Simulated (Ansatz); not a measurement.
Rows from a G0W0 calculation on MgI2/MgI2 (1T bilayer) (Ansatz 0.2.0; G0W0 on PBE, plane waves, PAW; 3×3×1 mesh, 976 empty bands, screening to 75 eV), in eV. Spin-orbit coupling is left out.

| row | Σx | Σc | Vxc | Z |
| --- | --- | --- | --- | --- |
| A | -17.95 | 1.75 | -15.08 | 0.79 |
| B | -6.73 | -3.44 | -10.94 | 0.81 |
| C | -6.52 | -3.34 | -10.51 | 0.82 |

Question: Which rows are filled states and which are empty ones, and how can one tell?

Filled: A. Empty: B and C. The sign of Σc tells: for a filled state bare exchange, which holds its interaction with itself, lies below Vxc (Σx − Vxc is -2.9 eV or lower here) and screening gives part back as a positive Σc. For an empty state Σx lies above Vxc (+4.0 eV or more) and the Coulomb hole leaves Σc negative.

[Runs of the session that timed out or met a known fault of the program may be left out.]

[Cells called generated may have been cut or substituted from an entry of the Crystallography Open Database or the Materials Project.]

[Hosts, paths, dates, database ids (printed as entryN), source tags and the programs' standing remarks are cut or masked in the printed files.]
